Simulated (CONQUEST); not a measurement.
**SiC (Moissanite): single point with PBEsol**

Crystal: SiC (Moissanite).

```xyz
8
Lattice="3.0760 0.0000 0.0000 0.0000 5.0480 0.0000 0.0000 0.0000 5.3278" Properties=species:S:1:pos:R:3 pbc="T T T"
Si    0.0000    2.5240    1.7759
Si    1.5380    2.5240    4.4398
Si    0.0000    0.0000    3.5519
Si    1.5380    0.0000    0.8880
C     0.0000    4.4675    1.7759
C     1.5380    4.4675    4.4398
C     0.0000    1.9435    3.5519
C     1.5380    1.9435    0.8880
```

| Property | Result |
| --- | --- |
| Program | CONQUEST 1.3 |
| Task | single point |
| Functional | PBEsol |
| Potentials or basis | PseudoDojo NC PBEsol, DZP, grid cutoff 120 Ha |
| k mesh | 9 × 5 × 5 |
| Occupations | fermi-dirac, width 0.05 eV |
| Spin | no spin polarisation |
| Solver | diagonalisation |
| SCF tolerance | 1e-06 |

```
Pressure               : 3.1 GPa
Largest force          : 0.804 eV/Å
Band gap on the k mesh : 2.09 eV
Mulliken charges       : Si +0.42; C -0.42 e
```

Forces on the atoms (eV/Å):
```
Si   0.000  0.798  0.002
Si   0.000  0.798  0.002
Si   0.000  0.798 -0.002
Si   0.000  0.798 -0.002
C    0.000 -0.804 -0.002
C    0.000 -0.804 -0.002
C    0.000 -0.804  0.002
C    0.000 -0.804  0.002
```

Stress tensor (GPa, compression positive):
```
 4.65  0.00  0.00
 0.00 -0.15  0.00
 0.00  0.00  4.93
```

Levels at points of the mesh, in eV from the valence-band top:
```tsv
k point	band 12	band 13	band 14	band 15	band 16	band 17	band 18	band 19	band 20	band 21
(0.00, 0.00, 0.00)	-1.62	-1.52	-0.31	-0.31	0.00	2.38	4.03	4.67	6.39	6.39
```

It took 5.8 min on 1 thread of AMD EPYC 7571 (shared host), peak memory 0.98 GiB.

Caveat: Mulliken charges move with the basis; the box holds several primitive cells, so bands are folded and the points are those of the box's own zone; an odd mesh through Γ misses points on the zone boundary, where band edges often lie; the basis of atomic orbitals isn't converged, which shifts pressures, moduli and gaps.
